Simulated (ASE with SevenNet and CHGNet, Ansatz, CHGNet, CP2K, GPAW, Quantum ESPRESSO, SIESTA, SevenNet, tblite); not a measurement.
# Machine-learned potentials on Priceite (P2_1/c), Ca2B5H7O13 (108 atoms): settings against a plane-wave reference

How do the settings of machine-learned potentials change the result for Priceite (P2_1/c), Ca2B5H7O13 (108 atoms)? A plane-wave run serves as the yardstick.

Method: the method is named at each step, in ASE with SevenNet and CHGNet.

**1. The starting structure**

The cell holds 108 atoms: 8 Ca, 20 B, 28 H and 52 O. Cell: a = 11.580 Å, b = 6.984 Å, c = 12.352 Å, α = 90.0°, β = 110.6°, γ = 90.0°. It derives from Ca2B5H7O13 (P2_1/c), repeated 1×1×1. Ca2B5H7O13, space group P2_1/c, structure from the Crystallography Open Database, 1 x 1 x 1 conventional cells; every coordinate displaced by a Gaussian of 0.02 Å; bonds to H set to neutron lengths (C-H 1.089, N-H 1.015, O-H 0.983, B-H 1.19 Å) where the listed ones are shorter. Then every atom was moved at random, 0.05 Å r.m.s. a Cartesian component (hydrogen 0.6 of that).

The yardstick, on the same geometry:

```
method                                           : Kohn-Sham DFT, PBE, SSSP efficiency 1.3.0 pseudopotentials, plane waves (Quantum ESPRESSO 7.5); sssp-pbe-1.3.0-efficiency, cutoffs 60/480 Ry, Γ point
r.m.s. force component                           : 2.053 eV/Å
longest force                                    : 12.41 eV/Å
pressure                                         : 3.535 GPa
gap (highest filled to lowest empty level) : 4.711 eV
time                                             : 3.9 min on 2 MPI ranks of Arm Neoverse V1, shared host
CPU time                                         : 7.8 min
```

**2. SevenNet 0 potential**

Method: machine-learned interatomic potential SevenNet 0, trained on PBE(+U) plane-wave data.

File run.py:

```python
import numpy as np
from ase.io import read
import mlip  # loads the published weights by name

atoms = read("structure.xyz")
atoms.calc = mlip.calc("7net-0")
energy = atoms.get_potential_energy()
forces = atoms.get_forces()
print(f"energy {energy:.6f} eV")
print("forces (eV/A)")
for i, (a, f) in enumerate(zip(atoms, forces)):
    print(f"{i:4d} {a.symbol:2s} {f[0]:10.5f} {f[1]:10.5f} {f[2]:10.5f}")
stress = -atoms.get_stress(voigt=False) * 160.21766
print("stress (GPa, compression positive)")
for row in stress:
    print(" ".join(f"{x:10.4f}" for x in row))
```

File structure.xyz:

```xyz
108
Lattice="11.58000 0.00000 0.00000 0.00000 6.98440 0.00000 -4.34050 0.00000 11.56425" Properties=species:S:1:pos:R:3 pbc="T T T"
Ca -2.36439 5.30717 6.70137
Ca 7.40327 1.85059 10.66420
Ca 9.72831 1.72759 4.92290
Ca -0.23062 5.11831 0.97880
Ca 1.98674 1.73039 4.42957
Ca 7.46489 5.08653 1.40853
Ca 5.29685 5.26093 7.29427
Ca -0.19859 1.82286 10.17226
B 1.33349 5.29578 4.08253
B 8.11348 1.72913 1.71336
B 5.83304 1.76147 7.50890
B -0.89633 5.26736 9.92525
B -1.30683 5.09722 3.71559
B 10.55534 1.66906 2.08145
B 8.50352 1.86218 7.75475
B -3.47392 5.42101 9.49517
B -0.11067 3.77758 5.56934
B 9.32264 0.22175 0.25349
B 7.29690 3.24977 5.98288
B -2.08708 6.76593 11.35181
B 0.79063 1.94397 7.13503
B 4.28233 5.49407 10.14717
B 6.37029 4.99936 4.29704
B 3.00305 1.53999 1.46669
B 0.32108 4.34954 8.02351
B 4.77233 0.93193 9.33871
B 6.96213 2.63521 3.59336
B 2.43771 6.11400 2.17292
H 2.87254 1.54865 7.48658
H 2.18275 5.03023 9.90131
H 4.34463 5.46061 4.11155
H 5.08753 1.89005 1.68029
H 0.49044 0.03625 8.17546
H 4.46772 3.49499 9.12905
H 6.62372 6.96994 3.38243
H 2.77929 3.46706 2.37229
H 0.83359 6.42970 5.70996
H 8.58540 2.99673 0.12281
H 6.46110 0.47913 5.94541
H -1.34463 3.94730 11.38373
H 8.76195 5.99059 4.35926
H 0.71298 2.54889 1.34700
H -1.49723 0.94611 7.15168
H 6.55816 4.42343 10.11629
H 9.34847 3.71822 2.71239
H 0.07234 0.27805 3.04891
H -2.07334 3.24432 8.86677
H 7.19564 6.76334 8.55084
H 4.53317 1.76475 5.15338
H 4.84158 5.27071 0.63592
H 2.63982 5.24193 6.43042
H 2.40104 1.76307 10.86727
H 4.47676 3.42403 4.65207
H 4.93121 6.79331 1.16718
H 2.72539 3.62127 6.90895
H 2.34238 0.20171 10.42286
[... 48 atom lines left out ...]
O 0.65025 3.15283 8.29700
O 4.39991 6.55884 9.07678
O 6.53781 3.93585 3.26794
O 2.90297 0.47997 2.49291
```

On the command line:

```console
$ OMP_NUM_THREADS=1 python run.py > output.txt
```

Log:

```text
energy -712.054321 eV
forces (eV/A)
   0 Ca   -0.34234    0.27362    0.11620
   1 Ca    0.13727   -0.48762   -0.07929
   2 Ca   -0.49807   -0.75170   -0.86327
   3 Ca   -0.04357    0.58463   -0.58052
   4 Ca    0.03896    0.36259   -0.78100
   5 Ca   -0.30741    1.40279    0.14711
   6 Ca   -0.03230   -0.04920   -0.84000
   7 Ca    0.13846   -0.42152   -0.23488
   8 B     1.50670   -2.84766    0.12556
   9 B    -1.34194   -0.74575   -1.33319
  10 B     2.04933    1.17250   -1.99345
  11 B     2.18664   -0.57902   -1.02052
  12 B     3.20088    0.92399    1.66805
  13 B     5.33576   -2.43154   -2.67056
  14 B    -2.51537    1.30159    0.84363
  15 B     1.34125   -0.50451    1.92343
  16 B     4.54820    0.06224    0.22751
  17 B     2.05156    1.01722   -0.22038
  18 B    -3.51257    1.61415    0.16661
  19 B    -1.41751   -0.96088    0.56884
  20 B     1.02251   -0.17334    4.18041
  21 B    -0.26211    0.22168   -1.03284
  22 B     3.18632    0.54980   -0.17034
  23 B    -0.21944   -0.36711    1.16092
[...]
100 O    -1.52342    1.13997   -2.30391
 101 O     0.73751    0.13435    0.12550
 102 O    -1.50927    0.43429   -0.60277
 103 O    -1.53501   -0.10547   -1.63066
 104 O     1.62517   -6.39525   -0.30114
 105 O    -0.22463    1.13923    0.33377
 106 O    -0.05163   -0.71685   -0.39295
 107 O    -0.56712   -2.32755    0.24189
stress (GPa, compression positive)
    4.4169    -2.7833     2.5600
   -2.7833     1.9393    -0.4677
    2.5600    -0.4677     6.2384
```

It took 11 s on 1 thread of Arm Neoverse V1, shared host; peak memory 1.3 GiB.

Banners, paths, timers and routine set-up lines are dropped from the logs unmarked, and long logs keep their key lines alone; longer cuts are marked.

Numbers from this run, and their distance from the reference:

* r.m.s. force component: 2.095 eV/Å
* r.m.s. difference of force components: 112.3 meV/Å
* longest difference of force vectors: 602.5 meV/Å
* force difference over r.m.s. force: 5.47 %
* slope of forces against the reference's: 1.019
* correlation of force components: 0.9987
* pressure: 4.198 GPa
* pressure difference: 0.6632 GPa

Length of the force difference by element (eV/Å):

```csv
element,atoms,mean,most
B,20,0.18,0.44
Ca,8,0.12,0.16
H,28,0.14,0.60
O,52,0.17,0.59
```

The surroundings of O58, which bears the longest force, nearest first, numbered as they follow in the input and with coordinates relative to it.

```csv
atom,x,y,z,distance (Å),bonds,Fx,Fy,Fz (eV/Å)
O58,0.00,0.00,0.00,0.00,3,4.17,-12.26,0.25
H54,-0.33,0.78,-0.07,0.85,1,-4.45,9.27,-1.42
H50,-0.42,-0.75,-0.60,1.05,1,0.37,2.54,1.19
Ca6,2.20,-0.93,0.17,2.40,8,-0.31,1.40,0.15
H35,1.36,0.95,2.15,2.72,1,0.56,0.03,0.04
O72,-1.76,0.46,-2.11,2.79,3,-0.91,0.11,-0.67
O104,-0.86,2.73,-0.19,2.86,3,-1.54,-0.11,-1.63
H32,-0.17,2.86,0.45,2.90,1,1.10,0.20,1.23
B28,-2.82,0.10,0.94,2.98,3,3.79,1.99,5.28
```

Atoms are counted from 1 here, from 0 in the log.

Forces lie 5.5 % from the reference's, at 0.023 times its CPU time (on 1 against 2 cores).

**3. CHGNet r2SCAN potential**

Method: machine-learned interatomic potential CHGNet r2SCAN, trained on r2SCAN plane-wave data.

run.py: that of step 2 with these lines changed.

```diff
@@ -5,3 +5,3 @@
 atoms = read("structure.xyz")
-atoms.calc = mlip.calc("7net-0")
+atoms.calc = mlip.calc("chgnet-r2scan")
 energy = atoms.get_potential_energy()
```

structure.xyz is that of step 2.

Log:

```text
CHGNet vr2scan initialized with 412,525 parameters
CHGNet will run on cpu
energy -838.716919 eV
forces (eV/A)
   0 Ca   -0.25612    0.19287    0.05830
   1 Ca    0.11626   -0.34470    0.02294
   2 Ca   -0.34021   -0.52948   -0.58970
   3 Ca   -0.13868    0.36971   -0.41327
   4 Ca    0.04763    0.14315   -0.46542
   5 Ca   -0.12565    0.79625    0.12143
   6 Ca   -0.03314    0.05336   -0.51395
   7 Ca    0.09570   -0.17089   -0.17625
   8 B     0.94060   -1.58753    0.16540
   9 B    -0.80764   -0.41016   -0.75688
  10 B     1.52024    0.63160   -1.38615
  11 B     1.57692   -0.54331   -0.69063
  12 B     2.23353    0.78697    1.21097
  13 B     3.97416   -1.74199   -1.98234
  14 B    -1.80517    0.81426    0.57351
  15 B     1.01304   -0.38335    1.31726
  16 B     3.04361    0.18985    0.13988
  17 B     1.56072    0.80423   -0.31403
  18 B    -2.32932    0.95217    0.12368
  19 B    -0.91437   -0.61513    0.37504
  20 B     1.14297   -0.09163    3.00889
  21 B    -0.19432    0.24271   -0.68191
  22 B     1.85715    0.27998   -0.16816
  23 B    -0.01418   -0.30161    0.80692
[...]
100 O    -1.49747    0.90777   -1.87376
 101 O     0.53049    0.07486   -0.03826
 102 O    -1.28530    0.40631   -0.76080
 103 O    -1.38868   -0.07107   -1.36380
 104 O     1.30789   -5.31967   -0.09702
 105 O    -0.14411    0.71316    0.47233
 106 O     0.04547   -0.47734   -0.09361
 107 O    -0.49384   -1.79042   -0.07523
stress (GPa, compression positive)
    1.0897    -2.5645     2.3624
   -2.5645    -0.7974    -0.6066
    2.3624    -0.6066     2.4045
```

Run time: 6.6 s. Hardware: 1 thread; peak memory 2.5 GiB.

Compared with the plane-wave run:

| Property | Result |
| --- | --- |
| r.m.s. force component | 1.834 eV/Å |
| r.m.s. difference of force components | 379.8 meV/Å |
| longest difference of force vectors | 1744 meV/Å |
| force difference over r.m.s. force | 18.5 % |
| slope of forces against the reference's | 0.8816 |
| correlation of force components | 0.9873 |
| pressure | 0.8989 GPa |
| pressure difference | -2.636 GPa |

Against the first run (5.5 %), the force difference from the reference is 18 %, at 0.59 times the CPU time; this potential was trained at another functional than the reference's.

**4. SevenNet l3i5 potential**

Method: machine-learned interatomic potential SevenNet l3i5, trained on PBE(+U) plane-wave data.

run.py: that of step 3 with these lines changed.

```diff
@@ -5,3 +5,3 @@
 atoms = read("structure.xyz")
-atoms.calc = mlip.calc("chgnet-r2scan")
+atoms.calc = mlip.calc("7net-l3i5")
 energy = atoms.get_potential_energy()
```

structure.xyz is that of step 3.

Log:

```text
energy -711.952148 eV
forces (eV/A)
   0 Ca   -0.32446    0.29685    0.17806
   1 Ca    0.11228   -0.50700   -0.08965
   2 Ca   -0.57028   -0.78795   -0.93741
   3 Ca   -0.04682    0.58465   -0.61312
   4 Ca    0.08446    0.37004   -0.70058
   5 Ca   -0.32046    1.43505    0.12796
   6 Ca   -0.06507   -0.08002   -0.84288
   7 Ca    0.13764   -0.39737   -0.23494
   8 B     1.41151   -2.87302    0.08124
   9 B    -1.34385   -0.82132   -1.27933
  10 B     2.12316    1.19103   -2.05826
  11 B     2.25909   -0.60926   -1.09283
  12 B     3.17113    0.81396    1.48119
  13 B     5.30913   -2.44950   -2.71519
  14 B    -2.52362    1.39067    0.91121
  15 B     1.35966   -0.50313    2.01307
  16 B     4.57627    0.06422    0.18285
  17 B     2.14602    1.02460   -0.13491
  18 B    -3.58110    1.65310    0.18406
  19 B    -1.50304   -0.97175    0.49450
  20 B     1.21645   -0.23949    4.22474
  21 B    -0.39327    0.19652   -0.98466
  22 B     3.00917    0.43166   -0.07730
  23 B    -0.16200   -0.38505    1.14274
[...]
100 O    -1.52079    1.22527   -2.33708
 101 O     0.76052    0.21718    0.06041
 102 O    -1.49809    0.39423   -0.63082
 103 O    -1.52677   -0.21227   -1.61007
 104 O     1.52722   -6.20425   -0.36291
 105 O    -0.18278    1.18510    0.40597
 106 O     0.01229   -0.64664   -0.33135
 107 O    -0.61634   -2.37521    0.19187
stress (GPa, compression positive)
    4.5200    -2.7849     2.3971
   -2.7849     2.0927    -0.4510
    2.3971    -0.4510     6.1168
```

It took 16 s on 1 thread; peak memory 2.4 GiB.

Numbers from this run, and their distance from the reference:

* r.m.s. force component: 2.079 eV/Å
* r.m.s. difference of force components: 95.95 meV/Å
* longest difference of force vectors: 546.4 meV/Å
* force difference over r.m.s. force: 4.673 %
* slope of forces against the reference's: 1.012
* correlation of force components: 0.999
* pressure: 4.243 GPa
* pressure difference: 0.7082 GPa

Against the first run (5.5 %), the force difference from the reference is 4.7 %, at 1.5 times the CPU time.

**5. The ladder**

Differences are against the plane-wave reference, forces as r.m.s. over components; share is that over the reference's r.m.s. force, slope the least-squares factor from reference forces to these. Total energies of different programs have different zeros and aren't compared.

```csv
run,"Δ force, r.m.s. (meV/Å)",share (%),slope,Δ pressure (GPa),cores,CPU time,memory (GiB)
reference,-,-,-,-,2,7.8 min,2.5
SevenNet 0 potential,112,5.47,1.019,0.663,1,11 s,1.3
CHGNet r2SCAN potential,380,18.5,0.882,-2.64,1,6.4 s,2.5
SevenNet l3i5 potential,96.0,4.67,1.012,0.708,1,16 s,2.4
```

Times of the machine-learned potentials are mostly Python's start and the loading of weights.

CPU time is summed over cores on a shared host, where runs went side by side, so it is rough. Symmetry, cutoffs, thresholds, outputs and thread counts weren't matched or tuned between programs; memory under MPI is the largest rank's times the ranks.

**6. Results**

```json
{
 "nearest in forces": "SevenNet l3i5 potential, 4.7 %",
 "its CPU time": "16 s"
}
```

**Reading.** Machine-learned potentials differ by 4.7 % (SevenNet l3i5 potential) to 18 % (CHGNet r2SCAN potential); they were trained on other programs' data, some at another functional. The reference's pressure holds the uncorrected Pulay stress of its 60 Ry basis, so small pressure differences, and their order, may be the reference's own error. Machine-learned potentials mimic data converged in k, so the reference's own k-point error enters their differences. The reference's stress is far from hydrostatic: its diagonal is 3.8, 1.5, 5.3 GPa, compression counted positive. The published positions, changed by the recipe (random displacements or longer bonds to H), lie far from the minimum at this level of theory. The reference's pressure of 3.5 GPa belongs to a cell and atoms that aren't relaxed at this level. The electronic-structure runs sample only Γ, in a cell whose shortest periodic width is 7 Å.

[Also dropped from logs without a mark: logging warnings of Python, and SIESTA's first energy breakdown and zero terms.]

[Logs are printed without paths, hosts, clocks, repeated set-up lines and the standing remarks that a program may print on its own settings, such as how far it seeks lower states.]

[Hosts, paths, dates, database ids (printed as entryN), source tags and the programs' standing remarks are cut or masked in the printed files.]
